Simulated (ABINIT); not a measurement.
Bi:

```
Bi
1.0
     2.26750    1.30914    3.93800
    -2.26750    1.30914    3.93800
     0.00000   -2.61828    3.93800
Bi
2
Direct
  0.76600 0.76600 0.76600
  0.23400 0.23400 0.23400
```

Base run:

* Program: ABINIT 10.8.3 (patched build)
* Functional: PBEsol
* Potentials or basis: PseudoDojo NC SR PBEsol v0.4.1 standard
* Cutoff: 898 eV
* k mesh: 7 × 7 × 7
* Occupations: fermi-dirac, width 0.05 eV
* Spin: no spin polarisation

Its results: pressure -0.3 GPa; largest force 0.149 eV/Å.

**Question.** The run is repeated on the same cell with these changes: functional from PBEsol to LDA; potentials or basis from PseudoDojo NC SR PBEsol v0.4.1 standard to JTH PAW LDA v2.0; cutoff from 898 eV to 816 eV. What comes out?

**Answer.** Pressure -1.7 GPa; largest force 0.049 eV/Å.

Not every run made on this cell is shown here.
